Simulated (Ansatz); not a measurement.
Input and command of a plane-wave DFT calculation in Ansatz:

```yaml
crystal:
  lattice:
    - [0.0, 2.3233, 2.3233]
    - [2.3233, 0.0, 2.3233]
    - [2.3233, 2.3233, 0.0]
  atoms:
    - { symbol: Na, position: [-0.1936900099, 0.0, 0.0] }
    - { symbol: F, position: [0.5, 0.5, 0.5] }
basis:
  ecutwfc: 420
kpoints:
  mp_grid: { grid: [8, 8, 8] }
hamiltonian:
  xc: pbesol
scf:
  occupations: { method: gaussian, width: 0.05 }
output:
  forces: true
  stress: true
  eigenvalues: true
```

```bash
ansatz run input.yaml --threads 1 --pin off --max-ram 2560MiB --backend cpu --events-out ev --progress --plain --runs-dir out
```

Processor: Arm Neoverse V2, 1 thread, on a host shared with other jobs.

Question: Estimate time, memory and problem size.

Answer: About 2.1 s on 1 thread of Arm Neoverse V2, on a shared host, peak memory 0.29 GiB. It solves 12 bands at 95 k points (the mesh reduced by symmetry) with about 531 plane waves, in 6 SCF iterations.
